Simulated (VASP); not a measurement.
# BAs (F-43m) in VASP: elastic constants with PBE

Aim: the elastic constants of BAs with PBE.

Program: VASP 6.6.1. These are calculated values, not measurements. Logs are shortened: lines on timing, memory, paths and dates and some standing lists are left out, and cuts for length are marked.

### 1 Starting point

It takes space group F-43m (No. 216, cubic). Conventional cell: a = 4.809 Å, b = 4.809 Å, c = 4.809 Å, α = 90.00°, β = 90.00°, γ = 90.00°. B (site symmetry -43m) is surrounded by 4 As at 2.08 Å. As (site symmetry -43m) has 4 B at 2.08 Å as nearest neighbours.

### 2 Elastic constants, PBE

The input, INCAR:

```
PREC = Accurate ; ENCUT = 600
EDIFF = 1E-8 ; ISMEAR = 0
SIGMA = 0.01 ; LREAL = F
LASPH = T ; NELM = 100
ALGO = Fast ; ISIF = 3
LWAVE = F ; LCHARG = F
GGA = PE ; NBANDS = 11
IBRION = 6 ; NFREE = 2
POTIM = 0.015 ; NSW = 1
```

The input, KPOINTS:

```
regular mesh
0
Gamma
  10 10 10
```

The input, POSCAR:

```
BAs
1.0
    0.0000000000      2.4046443009      2.4046443009
    2.4046443009      0.0000000000      2.4046443009
    2.4046443009      2.4046443009      0.0000000000
B As
1 1
Direct
    0.0000000000      0.0000000000      0.0000000000
    0.2500000000      0.2500000000      0.2500000000
```

Potentials or basis: VASP PAW PBE potentials, release 64 (B, As).

On the command line:

```sh
> cat potpaw_PBE.64/B/POTCAR potpaw_PBE.64/As/POTCAR > POTCAR
> mpirun -np 1 vasp_std > vasp.out
```

OUTCAR:

```text
PREC = Accurate
   ENCUT = 600
   EDIFF = 1E-8
   ISMEAR = 0
   LREAL = F
   LASPH = T
   NELM = 100
   ISIF = 3
   GGA = PE
   IBRION = 6
   NFREE = 2
   POTIM = 0.015
   NSW = 1

 ion  position               nearest neighbor table
   1  0.000  0.000  0.000-   2 2.08   2 2.08   2 2.08   2 2.08
   2  0.250  0.250  0.250-   1 2.08   1 2.08   1 2.08   1 2.08

  LATTYP: Found a face centered cubic cell.
 ALAT       =     4.8092886018

  Lattice vectors:

 A1 = (   0.0000000000,   2.4046443009,   2.4046443009)
 A2 = (   2.4046443009,   0.0000000000,   2.4046443009)
 A3 = (   2.4046443009,   2.4046443009,   0.0000000000)

Analysis of symmetry for initial positions (statically):
=====================================================================
 Subroutine PRICEL returns:
 Original cell was already a primitive cell.

 Routine SETGRP: Setting up the symmetry group for a
 face centered cubic supercell.

 Subroutine GETGRP returns: Found 24 space group operations
 (whereof 24 operations were pure point group operations)
 out of a pool of 48 trial point group operations.

The static configuration has the point symmetry T_d .

Analysis of symmetry for dynamics (positions and initial velocities):
=====================================================================
 Subroutine PRICEL returns:
 Original cell was already a primitive cell.

 Routine SETGRP: Setting up the symmetry group for a
 face centered cubic supercell.

 Subroutine GETGRP returns: Found 24 space group operations
 (whereof 24 operations were pure point group operations)
 out of a pool of 48 trial point group operations.

The dynamic configuration has the point symmetry T_d .

 Subroutine INISYM returns: Found 24 space group operations
 (whereof 24 operations are pure point group operations),
 and found     1 'primitive' translations

----------------------------------------------------------------------------------------

                                     Primitive cell

  volume of cell :      27.8088

  direct lattice vectors                    reciprocal lattice vectors
     0.000000000  2.404644301  2.404644301    -0.207930961  0.207930961  0.207930961
     2.404644301  0.000000000  2.404644301     0.207930961 -0.207930961  0.207930961
     2.404644301  2.404644301  0.000000000     0.207930961  0.207930961 -0.207930961

  length of vectors
     3.400680583  3.400680583  3.400680583     0.360146989  0.360146989  0.360146989

  position of ions in fractional coordinates (direct lattice)
     0.000000000  0.000000000  0.000000000
     0.250000000  0.250000000  0.250000000

  ion indices of the primitive-cell ions
   primitive index   ion index
                 1           1
                 2           2

----------------------------------------------------------------------------------------

 KPOINTS: regular mesh

Automatic generation of k-mesh.
 Grid dimensions read from file:
 generate k-points for:   10   10   10

 Generating k-lattice:

  Cartesian coordinates                     Fractional coordinates (reciprocal lattice)
    -0.020793096  0.020793096  0.020793096     0.100000000  0.000000000  0.000000000
     0.020793096 -0.020793096  0.020793096     0.000000000  0.100000000  0.000000000
     0.020793096  0.020793096 -0.020793096     0.000000000  0.000000000  0.100000000

[... 112 lines left out ...]
  Direction    XX          YY          ZZ          XY          YZ          ZX
  --------------------------------------------------------------------------------------
  -------------------------------------------------------------------------------------
  Total        0.1024063      0.1024063      0.1024063      0.0000000      0.0000000      0.0000000
  in kB        5.9000371      5.9000371      5.9000371      0.0000000      0.0000000      0.0000000
  external PRESSURE =       5.9000371 kB  Pullay stress =       0.0000000 kB
[... 89 lines left out ...]
  FREE ENERGIE OF THE ION-ELECTRON SYSTEM (eV)
  ---------------------------------------------------
  free  energy   TOTEN  =       -11.4074386455 eV

  energy  without entropy=      -11.4074386455  energy(sigma->0) =      -11.40743865

[... ionic steps 4 to 14 ...]

--------------------------------------- Ionic step       15  -------------------------------------------

 number of electron       8.0000000 magnetization

------------------------ aborting loop because EDIFF is reached ----------------------------------------
[... 67 lines left out ...]
--------------------------------------- Ionic step       17  -------------------------------------------

 number of electron       8.0000000 magnetization

 Free energy of the ion-electron system (eV)
  ---------------------------------------------------
  ext. energy  EPLUGINS =         0.00000000
  ---------------------------------------------------
  free energy    TOTEN  =       -11.41246392 eV

  energy without entropy =      -11.41246392  energy(sigma->0) =      -11.41246392

 E-fermi :   6.1577     XC(G=0): -10.4969

 val. band max:        6.0089500820   @ k =   0.0000   0.0000   0.0000
 cond. band min:       7.0989213944   @ k =   0.0000   0.4000   0.4000
 fundamental gap:      1.0899713124
 Fermi energy:         6.1576892683

 k-point     1 :       0.0000    0.0000    0.0000
  band No.  band energies     occupation
      1      -9.3136      2.00000
      2       5.8001      2.00000
      3       5.9056      2.00000
      4       6.0090      2.00000
      5       9.0751      0.00000
      6       9.1548      0.00000
      7       9.2373      0.00000
      8      10.3359      0.00000
      9      15.3904      0.00000
     10      18.7731      0.00000
     11      18.7734      0.00000
[... 309 lines left out ...]
 k-point    24 :       0.4000    0.3000    0.0000
  band No.  band energies     occupation
      1      -6.7226      2.00000
      2      -0.5232      2.00000
      3       2.0395      2.00000
      4       2.4902      2.00000
      5       7.6059      0.00000
      6       9.2901      0.00000
      7      14.6086      0.00000
      8      14.8656      0.00000
      9      17.7656      0.00000
     10      21.4641      0.00000
     11      21.6065      0.00000

 [... further k-points ...]

------------------------ aborting loop because EDIFF is reached ----------------------------------------

  FORCE on cell =-STRESS in cart. coord.  units (eV):
  Direction    XX          YY          ZZ          XY          YZ          ZX
  --------------------------------------------------------------------------------------
  -------------------------------------------------------------------------------------
  Total        0.1026482      0.1058988      0.1058988      0.0000000      0.1021464      0.0000000
  in kB        5.9139755      6.1012545      6.1012545      0.0000000      5.8850618      0.0000000
  external PRESSURE =       6.0388281 kB  Pullay stress =       0.0000000 kB
[... 17 lines left out ...]
  FREE ENERGIE OF THE ION-ELECTRON SYSTEM (eV)
  ---------------------------------------------------
  free  energy   TOTEN  =       -11.4124639172 eV

  energy  without entropy=      -11.4124639172  energy(sigma->0) =      -11.41246392

 INTERNAL STRAIN TENSORS FROM STRAINED CELLS
 ============================================

 INTERNAL STRAIN TENSOR FOR ION    1 for displacements in x,y,z  (eV/Angst):
          X           Y           Z          XY          YZ          ZX
  --------------------------------------------------------------------------------
  x    -0.00000    -0.00000    -0.00000    -0.00000     6.81251     0.00000
  y    -0.00000     0.00000    -0.00000     0.00000    -0.00000     6.81252
  z     0.00000    -0.00000     0.00000     6.81252    -0.00000    -0.00000

 INTERNAL STRAIN TENSORS FROM DISPLACED ATOMS
 ============================================

 INTERNAL STRAIN TENSOR FOR ION    1 for displacements in x,y,z  (eV/Angst):
          X           Y           Z          XY          YZ          ZX
  --------------------------------------------------------------------------------
  x     0.00000     0.00000     0.00000     0.00000     6.81145     0.00000
  y     0.00000    -0.00000     0.00000     0.00000     0.00000     6.81145
  z     0.00000     0.00000     0.00000     6.81145     0.00000     0.00000

 INTERNAL STRAIN TENSOR FOR ION    2 for displacements in x,y,z  (eV/Angst):
          X           Y           Z          XY          YZ          ZX
  --------------------------------------------------------------------------------
  x    -0.00000     0.00000     0.00000     0.00000    -6.81073     0.00000
  y    -0.00000     0.00000    -0.00000     0.00000     0.00000    -6.81073
  z     0.00000     0.00000    -0.00000    -6.81073     0.00000     0.00000

 Eigenvectors and eigenvalues of the dynamical matrix
 ----------------------------------------------------

   1 f  =   20.444611 THz   128.457277 2PiTHz  681.958805 cm-1    84.552078 meV
             X         Y         Z           dx          dy          dz
      0.000000  0.000000  0.000000     0.934823    0.000000    0.000000
      1.202322  1.202322  1.202322    -0.355115    0.000000    0.000000
[... 21 lines left out ...]
   6 f/i=    0.000175 THz     0.001097 2PiTHz    0.005822 cm-1     0.000722 meV
             X         Y         Z           dx          dy          dz
      0.000000  0.000000  0.000000     0.145249    0.192228    0.260878
      1.202322  1.202322  1.202322     0.382360    0.506032    0.686750

--------------------------------------------------------------------------------------------------------

 ELASTIC MODULI CONTR FROM IONIC RELAXATION (kBar)
 Direction    XX          YY          ZZ          XY          YZ          ZX
 --------------------------------------------------------------------------------
 XX          -0.0000      0.0000     -0.0000      0.0000     -0.0000     -0.0000
 YY           0.0000     -0.0000      0.0000      0.0000     -0.0000      0.0000
 ZZ          -0.0000      0.0000     -0.0000     -0.0000     -0.0000     -0.0000
 XY           0.0000      0.0000     -0.0000   -165.4130      0.0000      0.0000
 YZ          -0.0000     -0.0000     -0.0000      0.0000   -165.4130      0.0000
 ZX          -0.0000      0.0000     -0.0000      0.0000      0.0000   -165.4130
 --------------------------------------------------------------------------------

 TOTAL ELASTIC MODULI (kBar)
 Direction    XX          YY          ZZ          XY          YZ          ZX
 --------------------------------------------------------------------------------
 XX        2688.0775    663.6577    663.6577     -0.0000     -0.0000     -0.0000
 YY         663.6577   2688.0775    663.6577      0.0000     -0.0000      0.0000
 ZZ         663.6577    663.6577   2688.0775     -0.0000     -0.0000     -0.0000
 XY          -0.0000      0.0000     -0.0000   1454.6057      0.0000      0.0000
 YZ          -0.0000     -0.0000     -0.0000      0.0000   1454.6057      0.0000
 ZX          -0.0000      0.0000     -0.0000      0.0000      0.0000   1454.6057
 --------------------------------------------------------------------------------
```

Wall time 7.1 min (1 thread of AMD EPYC 9R45 (Zen 5), shared host); peak memory 0.29 GiB.

What came out:

* Elastic constants C11, C12, C44: 269, 66, 145 GPa
* Voigt bulk modulus: 134 GPa
* Highest phonon frequency at Γ, LO-TO splitting left out: 682 cm⁻¹

Phonon frequencies in cm⁻¹ (negative: imaginary):
| q point | frequencies |
| --- | --- |
| (0.000, 0.000, 0.000) | 0 0 0 682 682 682 |

Elastic tensor in Voigt notation (GPa, in the Cartesian axes of the cell as first typed):
```
269  66  66   0   0   0
 66 269  66   0   0   0
 66  66 269   0   0   0
  0   0   0 145   0   0
  0   0   0   0 145   0
  0   0   0   0   0 145
```

Clamped-ion elastic tensor (GPa):
```
269  66  66   0   0   0
 66 269  66   0   0   0
 66  66 269   0   0   0
  0   0   0 162   0   0
  0   0   0   0 162   0
  0   0   0   0   0 162
```
